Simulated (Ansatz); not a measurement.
# MoSe2 (P6_3/mmc) in Ansatz: a series of runs

One crystal, MoSe2, is run at these levels: PBE+D4; tasks: single point, equation of state.

Everything below comes from runs of Ansatz 0.2.0. Logs are shortened: lines on timing, memory, paths and dates and some standing lists are left out, and cuts for length are marked.

## (1) The crystal as given

Symmetry: P6_3/mmc, No. 194, hexagonal system. Conventional cell: a = 3.288 Å, b = 3.288 Å, c = 12.900 Å, α = 90.00°, β = 90.00°, γ = 120.00°. Mo (site symmetry -6m2) has 6 Se at 2.49 Å as nearest neighbours. Around Se (site symmetry 3m) lie 3 Mo at 2.49 Å.

## (2) Single point, PBE+D4, 18.92 Å³/atom (volume scaled by 0.94)

Contents of input.yaml:

```yaml
crystal:
  lattice:
    - [3.2208791255, 0.0, 0.0]
    - [-1.6104395627, 2.7893631451, 0.0]
    - [0.0, 0.0, 12.6366608024]
  atoms:
    - { symbol: Mo, position: [0.6666666667, 0.3333333333, 0.75] }
    - { symbol: Mo, position: [0.3333333333, 0.6666666667, 0.25] }
    - { symbol: Se, position: [0.6666666667, 0.3333333333, 0.375] }
    - { symbol: Se, position: [0.3333333333, 0.6666666667, 0.875] }
    - { symbol: Se, position: [0.6666666667, 0.3333333333, 0.125] }
    - { symbol: Se, position: [0.3333333333, 0.6666666667, 0.625] }
hamiltonian:
  xc: pbe
  pseudopotentials: { kind: paw }
  dispersion: d4
kpoints:
  mp_grid: { grid: [9, 9, 2] }
scf:
  occupations: { method: fermi_dirac, width: 0.05 }
output:
  forces: true
  stress: true
  eigenvalues: true
```

Potentials or basis: Ansatz PAW.

Command:

```bash
ansatz run input.yaml --threads 2 --pin off --max-ram 5120MiB --backend cpu --events-out ev --progress --plain --runs-dir out
```

What it wrote:

```text
Warning: RAYON_NUM_THREADS=2 ignored (pool sized by the plan → 2); use --threads N
Engine: ansatz 0.2.0, aarch64-unknown-linux-gnu
Pseudopotentials: kind: paw
Pseudopotential: Mo, paw, valence charge 14, recommended cutoff 420 eV (normal), Mo.paw.azcp
Pseudopotential: Se, paw, valence charge 16, recommended cutoff 420 eV (normal), Se.paw.azcp
Functional definition: PBE
  parameter kappa = 0.804
  parameter beta = 0.06672455060314922
  exchange = pbe_x(kappa = kappa, mu = beta*pi^2/3)
  correlation = pbe_c(beta = beta)
Crystal: 6 atoms, lattice volume = 113.530 Å³
Basis set: ecut = 420 eV, 2263 PW (Γ), exchange–correlation on 48×48×180 points (8 copies of the dense FFT grid, shifted against one another)
Bands: 56, of which v1, the nominal top of the filled ones, is band 46 counted from 1 (45 counted from 0)
Symmetry: 24 space group operations
Space group: P63/mmc (ITA 194), of the structure as read, at distance tolerance 4.8e-5 Å
k-points: 24 of 162
Non-local potential: Mo, projectors of the file, l = 0: 3, l = 1: 2, l = 2: 2, l = 3: 1
Non-local potential: Se, projectors of the file, l = 0: 2, l = 1: 2, l = 2: 3, l = 3: 1
PAW form: soft (Blöchl's): semilocal exchange-correlation on the pseudo side does not see the compensation charge
PAW one-centre angular grid: Mo, 590 points (default); XC on 64 Gauss nodes
PAW one-centre angular grid: Se, 590 points (default); XC on 64 Gauss nodes
Initial density: superposition of atomic densities (neutral atoms: chi_scale 0, normalization atom), corrected by the library's trained network
Initial wavefunctions: pseudopotential atomic-orbital guess
Functional: x = pbe(κ = 0.804, μ = 0.2195149727645171), c = pbe(β = 0.06672455060314922)
SCF iter   1: F=—  HF=-31794.607401 eV  |F-HF|=—  |Δ(HF+E_count)|=         —  Δρ=5.20e-3  dr2=8.15e-3  ethr=1.77e-3  ⟨swp⟩=6.2  Hψ=4766  notcnv=0  defer=3
preconditioner: auto → Resta (q_TF=auto, 2.634 Å⁻¹)  ε∞=6.2  [insulator: Δε(μ)=0.897 eV  Ē_g=9.203 eV  σ=0.050 eV  W_gap=1.00  n_scr=40 (ndim 8)  ℏωp=20.9 eV  f_vac=0.042  D(μ)=0.00/eV (n_scr^D=0)  ε∞_Penn≈6.2]
SCF iter   2: F=—  HF=-31794.615830 eV  |F-HF|=—  |Δ(HF+E_count)|=   8.43e-3  Δρ=3.00e-3  dr2=2.51e-3  ethr=8.85e-6  ⟨swp⟩=2.0  Hψ=2009  notcnv=0  defer=9
SCF iter   3: F=—  HF=-31794.619901 eV  |F-HF|=—  |Δ(HF+E_count)|=   4.07e-3  Δρ=9.17e-4  dr2=1.75e-3  ethr=2.73e-6  ⟨swp⟩=2.0  Hψ=1762  notcnv=0  defer=2
automatic band count: iteration 3 solves 55 bands in place of 56: the levels show a gap, and the empty bands left out lie too high to hold charge; the band table lists the bands solved (type scf.n_extra_bands for more)
SCF iter   4: F=—  HF=-31794.619768 eV  |F-HF|=—  |Δ(HF+E_count)|=   1.33e-4  Δρ=1.24e-4  dr2=1.13e-5  ethr=1.90e-6  ⟨swp⟩=2.2  Hψ=1582  notcnv=0  defer=2
SCF iter   5: F=—  HF=-31794.619779 eV  |F-HF|=—  |Δ(HF+E_count)|=   1.09e-5  Δρ=4.59e-5  dr2=2.37e-6  ethr=1.23e-8  ⟨swp⟩=2.0  Hψ=1782  notcnv=0  defer=2
SCF iter   6: F=—  HF=-31794.619781 eV  |F-HF|=—  |Δ(HF+E_count)|=   1.75e-6  Δρ=1.10e-5  dr2=3.22e-7  ethr=2.58e-9  ⟨swp⟩=2.0  Hψ=1711  notcnv=0  defer=2
SCF iter   7: F=-31794.619781 eV  HF=-31794.619781 eV  |F-HF|=3.54e-9  |Δ(HF+E_count)|=   1.47e-7  Δρ=2.60e-6  dr2=1.09e-8  ethr=1.09e-10  ⟨swp⟩=8.4  Hψ=5279  notcnv=0
SCF 1 converged in 7 iterations: F = -31794.619781 eV  dr2 = 1.09e-8
SCF converged after 7 iterations
Free energy (F): -31794.619781 eV
Harris-Foulkes:  -31794.619781 eV  (|F-HF|=3.54e-9)
Internal energy: -31794.619774 eV  (E = F + TS)
E sigma→0 (E₀):  -31794.619778 eV
Entropy (-TS):   -0.000007 eV (-0.001 meV/atom)
Fermi energy:    14.147153 eV
--- Per-component energies (eV) ---
  E_band       = -1534.929608
  E_kinetic    = 1376.703009
  E_local      = -11835.780154  (includes V_loc(G=0)·N_el)
  E_nonlocal   = -2095.667941
  E_hartree    = 5647.040266
  E_xc         = -792.535956
  E_vxc        = -862.517343  (∫ρ·V_xc dr)
  E_paw        = -14047.994365  (= ΣΔE_a)
  E_vpaw       = 588.261910  (= ΣTr[D̂ρ^β])
  E_aug_tail   = -0.002321  (compensation charges beyond the density's cutoff)
  E_ewald      = -10043.391107
  E_disp       = -2.991205  (pairwise vdW)
  E_smearing   = -0.000007  (= −TS)
  E_closure    = -0.000000  (closes the sum)
  Σ components = -31794.619781   (vs F -31794.619781, Δ=0.00e0)
--- Forces (eV/Å), atoms counted from 1 ---
  atom   1  Mo     0.00000000    -0.00000000     0.00000000
  atom   2  Mo    -0.00000000     0.00000000     0.00000000
  atom   3  Se    -0.00000000     0.00000000     2.28039866
  atom   4  Se     0.00000000    -0.00000000     2.28039866
  atom   5  Se    -0.00000000     0.00000000    -2.28039866
  atom   6  Se     0.00000000    -0.00000000    -2.28039866
  max |Σ_I F_I| component: 4.44e-16 eV/Å
--- Stress (GPa, compression-positive) ---
       12.244270      -0.000000       0.000000
       -0.000000      12.244270       0.000000
        0.000000       0.000000      19.737427
  P = ⅓ Tr σ = 14.7420 GPa (147.420 kbar)
--- Band table (eV; the first three rows and the last of 24) ---
  k-point 0: bands = ["-47.5323", "-47.5323", "-34.2673", "-34.2673", "-34.2673", "-34.2673", "-34.2665", "-34.2665", "-34.2665", "-34.2665", "-34.2234", "-34.2234", "-34.2231", "-34.2231", "-34.2214", "-34.2214", "-34.2211", "-34.2211", "-34.2058", "-34.2055", "-34.2014", "-34.2011", "-21.7760", "-21.7759", "-21.5319", "-21.5319", "-21.5319", "-21.5319", "-1.7847", "-1.5246", "-0.5368", "-0.1035", "6.6422", "7.7451", "10.1949", "10.5571", "10.5571", "10.5697", "10.5697", "11.7309", "11.7309", "11.7723", "11.7723", "12.4735", "12.8637", "13.7720", "16.3048", "16.3048", "16.3573", "16.3573", "16.6687", "16.6687", "16.8721", "16.8721", "19.2355"]
  k-point 1: bands = ["-47.5323", "-47.5323", "-34.2673", "-34.2673", "-34.2673", "-34.2673", "-34.2665", "-34.2665", "-34.2665", "-34.2665", "-34.2232", "-34.2232", "-34.2232", "-34.2232", "-34.2213", "-34.2213", "-34.2213", "-34.2213", "-34.2056", "-34.2056", "-34.2013", "-34.2013", "-21.7759", "-21.7759", "-21.5319", "-21.5319", "-21.5319", "-21.5319", "-1.6732", "-1.6732", "-0.3043", "-0.3043", "7.1043", "7.1043", "10.5633", "10.5633", "10.5633", "10.5633", "11.1895", "11.1895", "11.7516", "11.7516", "11.7516", "11.7516", "13.5476", "13.5476", "16.3231", "16.3231", "16.3231", "16.3231", "16.7778", "16.7778", "16.7778", "16.7778", "19.3657"]
  k-point 2: bands = ["-47.5283", "-47.5283", "-34.2671", "-34.2671", "-34.2666", "-34.2666", "-34.2666", "-34.2666", "-34.2658", "-34.2658", "-34.2235", "-34.2233", "-34.2232", "-34.2231", "-34.2218", "-34.2215", "-34.2215", "-34.2212", "-34.2054", "-34.2051", "-34.2011", "-34.2008", "-21.7659", "-21.7658", "-21.5749", "-21.5749", "-21.5413", "-21.5413", "-1.5922", "-1.3347", "-0.4370", "-0.0246", "6.8578", "7.9519", "9.8738", "10.1273", "10.1568", "10.7485", "10.7707", "11.0682", "11.4326", "11.4832", "11.8777", "12.4944", "13.0795", "13.4354", "15.9301", "16.0199", "16.0360", "16.2957", "16.3446", "16.5687", "16.5925", "16.6967", "20.1716"]
  k-point 23: bands = ["-47.4945", "-47.4945", "-34.2648", "-34.2648", "-34.2633", "-34.2633", "-34.2629", "-34.2629", "-34.2623", "-34.2623", "-34.2258", "-34.2258", "-34.2240", "-34.2240", "-34.2229", "-34.2229", "-34.2218", "-34.2218", "-34.2026", "-34.2026", "-34.1979", "-34.1979", "-21.8082", "-21.8082", "-21.7513", "-21.7513", "-21.6782", "-21.6782", "0.6902", "0.6902", "0.7950", "0.7950", "7.4758", "7.4758", "8.1889", "8.1889", "8.7473", "8.7473", "9.2580", "9.2580", "10.2431", "10.2431", "11.0078", "11.0078", "13.0490", "13.0490", "14.6629", "14.6629", "15.9766", "15.9766", "16.6822", "16.6822", "18.0593", "18.0593", "20.0875"]
```

It took 4.1 s on 2 threads of Arm Neoverse V1, shared host; peak memory 0.46 GiB.

Results:

* Free energy: -31794.6198 eV
* Pressure: 14.7 GPa
* Largest force: 2.280 eV/Å
* Band gap on the k mesh: 0.89 eV, indirect (least direct gap 1.49 eV)

Caveat: odd divisions of the mesh miss points on the zone boundary, where band edges often lie, so the gap on the mesh can be too wide; the cell's inner coordinates are idealised or old, which leaves forces on the atoms.

## (3) Single point, PBE+D4, 19.32 Å³/atom (volume scaled by 0.96)

Changes to input.yaml since step 2:

```diff
@@ -2,5 +2,5 @@
   lattice:
-    - [3.2208791255, 0.0, 0.0]
-    - [-1.6104395627, 2.7893631451, 0.0]
-    - [0.0, 0.0, 12.6366608024]
+    - [3.2435621202, 0.0, 0.0]
+    - [-1.6217810601, 2.8090071948, 0.0]
+    - [0.0, 0.0, 12.7256543035]
   atoms:
@@ -24 +24,5 @@
   eigenvalues: true
+  write_density: true
+  write_potential: true
+  elf: true
+  volumetric_format: npy
```

Potentials or basis: Ansatz PAW.

Command:

```bash
ansatz run input.yaml --threads 2 --pin off --max-ram 5120MiB --backend cpu --events-out ev --progress --plain --runs-dir out
```

It took 5.8 s on 2 threads of Arm Neoverse V1, shared host; peak memory 0.46 GiB.

It converged, with:

```yaml
Free_energy: -31794.8132 eV
Pressure: 11.0 GPa
Largest_force: 1.855 eV/Å
Band_gap_on_the_k_mesh: 0.89 eV, indirect (least direct gap 1.45 eV)
```

Caveat: odd divisions of the mesh miss points on the zone boundary, where band edges often lie, so the gap on the mesh can be too wide; the cell's inner coordinates are idealised or old, which leaves forces on the atoms.

## (4) Single point, PBE+D4, 19.73 Å³/atom (volume scaled by 0.98)

Changes to input.yaml since step 3:

```diff
@@ -2,5 +2,5 @@
   lattice:
-    - [3.2435621202, 0.0, 0.0]
-    - [-1.6217810601, 2.8090071948, 0.0]
-    - [0.0, 0.0, 12.7256543035]
+    - [3.265932221, 0.0, 0.0]
+    - [-1.6329661105, 2.8283802704, 0.0]
+    - [0.0, 0.0, 12.8134202101]
   atoms:
@@ -24,5 +24 @@
   eigenvalues: true
-  write_density: true
-  write_potential: true
-  elf: true
-  volumetric_format: npy
```

Command:

```bash
ansatz run input.yaml --threads 2 --pin off --max-ram 5120MiB --backend cpu --events-out ev --progress --plain --runs-dir out
```

Wall time 4.2 s (2 threads of Arm Neoverse V1, shared host); peak memory 0.46 GiB.

It converged, with:

| Item | Value |
| --- | --- |
| Free energy | -31794.9529 eV |
| Pressure | 7.6 GPa |
| Largest force | 1.462 eV/Å |
| Band gap on the k mesh | 0.89 eV, indirect (least direct gap 1.41 eV) |

Caveat: odd divisions of the mesh miss points on the zone boundary, where band edges often lie, so the gap on the mesh can be too wide; the cell's inner coordinates are idealised or old, which leaves forces on the atoms.

## (5) Single point, PBE+D4, 20.13 Å³/atom

Changes to input.yaml since step 4:

```diff
@@ -2,5 +2,5 @@
   lattice:
-    - [3.265932221, 0.0, 0.0]
-    - [-1.6329661105, 2.8283802704, 0.0]
-    - [0.0, 0.0, 12.8134202101]
+    - [3.288, 0.0, 0.0]
+    - [-1.644, 2.8474915276, 0.0]
+    - [0.0, 0.0, 12.9]
   atoms:
```

Command:

```bash
ansatz run input.yaml --threads 2 --pin off --max-ram 5120MiB --backend cpu --events-out ev --progress --plain --runs-dir out
```

Wall time 4.1 s (2 threads of Arm Neoverse V1, shared host); peak memory 0.47 GiB.

The run converged. Its results:

```yaml
Free_energy: -31795.0442 eV
Pressure: 4.6 GPa
Largest_force: 1.097 eV/Å
Band_gap_on_the_k_mesh: 0.89 eV, indirect (least direct gap 1.38 eV)
```

Caveat: odd divisions of the mesh miss points on the zone boundary, where band edges often lie, so the gap on the mesh can be too wide; the cell's inner coordinates are idealised or old, which leaves forces on the atoms.

## (6) Single point, PBE+D4, 20.53 Å³/atom (volume scaled by 1.02)

Changes to input.yaml since step 5:

```diff
@@ -2,5 +2,5 @@
   lattice:
-    - [3.288, 0.0, 0.0]
-    - [-1.644, 2.8474915276, 0.0]
-    - [0.0, 0.0, 12.9]
+    - [3.309775469, 0.0, 0.0]
+    - [-1.6548877345, 2.866349637, 0.0]
+    - [0.0, 0.0, 12.9854329533]
   atoms:
```

Potentials or basis: Ansatz PAW.

Command:

```bash
ansatz run input.yaml --threads 2 --pin off --max-ram 5120MiB --backend cpu --events-out ev --progress --plain --runs-dir out
```

Wall time 4.2 s (2 threads of Arm Neoverse V1, shared host); peak memory 0.47 GiB.

It converged, with:

```yaml
Free_energy: -31795.0919 eV
Pressure: 1.8 GPa
Largest_force: 0.759 eV/Å
Band_gap_on_the_k_mesh: 0.89 eV, indirect (least direct gap 1.34 eV)
```

Caveat: odd divisions of the mesh miss points on the zone boundary, where band edges often lie, so the gap on the mesh can be too wide; the cell's inner coordinates are idealised or old, which leaves forces on the atoms.

## (7) Single point, PBE+D4, 20.93 Å³/atom (volume scaled by 1.04)

Changes to input.yaml since step 6:

```diff
@@ -2,5 +2,5 @@
   lattice:
-    - [3.309775469, 0.0, 0.0]
-    - [-1.6548877345, 2.866349637, 0.0]
-    - [0.0, 0.0, 12.9854329533]
+    - [3.3312681198, 0.0, 0.0]
+    - [-1.6656340599, 2.8849628185, 0.0]
+    - [0.0, 0.0, 13.0697563093]
   atoms:
@@ -24 +24,5 @@
   eigenvalues: true
+  write_density: true
+  write_potential: true
+  elf: true
+  volumetric_format: npy
```

Command:

```bash
ansatz run input.yaml --threads 2 --pin off --max-ram 5120MiB --backend cpu --events-out ev --progress --plain --runs-dir out
```

Run time: 5.5 s. Hardware: 2 threads of Arm Neoverse V1, shared host; peak memory 0.47 GiB.

The run converged. Its results:

```
Free energy            : -31795.1207 eV
Pressure               : 6.8 GPa
Largest force          : 0.546 eV/Å
Band gap on the k mesh : 0.88 eV, indirect (least direct gap 1.31 eV)
```

Caveat: odd divisions of the mesh miss points on the zone boundary, where band edges often lie, so the gap on the mesh can be too wide; the cell's inner coordinates are idealised or old, which leaves forces on the atoms.

## (8) Single point, PBE+D4, 21.34 Å³/atom (volume scaled by 1.06)

Changes to input.yaml since step 7:

```diff
@@ -2,5 +2,5 @@
   lattice:
-    - [3.3312681198, 0.0, 0.0]
-    - [-1.6656340599, 2.8849628185, 0.0]
-    - [0.0, 0.0, 13.0697563093]
+    - [3.3524869601, 0.0, 0.0]
+    - [-1.6762434801, 2.9033388733, 0.0]
+    - [0.0, 0.0, 13.1530054092]
   atoms:
@@ -24,5 +24 @@
   eigenvalues: true
-  write_density: true
-  write_potential: true
-  elf: true
-  volumetric_format: npy
```

Command:

```bash
ansatz run input.yaml --threads 2 --pin off --max-ram 5120MiB --backend cpu --events-out ev --progress --plain --runs-dir out
```

Wall time 3.9 s (2 threads of Arm Neoverse V1, shared host); peak memory 0.47 GiB.

It converged, with:

```yaml
Free_energy: -31795.1146 eV
Pressure: -2.9 GPa
Largest_force: 0.155 eV/Å
Band_gap_on_the_k_mesh: 0.88 eV, indirect (least direct gap 1.27 eV)
```

Caveat: odd divisions of the mesh miss points on the zone boundary, where band edges often lie, so the gap on the mesh can be too wide; the cell's inner coordinates are idealised or old, which leaves forces on the atoms.

## (9) Equation of state, PBE+D4

Potentials or basis: Ansatz PAW.

This step only gathers the single runs of the series.

What came out:

- Equilibrium volume: 21.09 Å³/atom (rough: see the caveat)
- Bulk modulus at fixed shape and positions: 77 GPa (rough)

Energy against volume, from the lowest point:
```tsv
volume (Å³/atom)	energy (meV/atom)
18.922	83.48
19.324	51.25
19.727	27.97
20.129	12.75
20.532	4.79
20.935	0.00
21.337	1.01
```

Caveat: the fit is doubtful: noisy points or a state that changes with volume; the fit of the energies and the printed pressures disagree; the cell was scaled at fixed shape and fractional positions, which overstates the stiffness of a crystal with free parameters, most of all of layers and chains; the cell's inner coordinates are idealised or old, which leaves forces on the atoms.
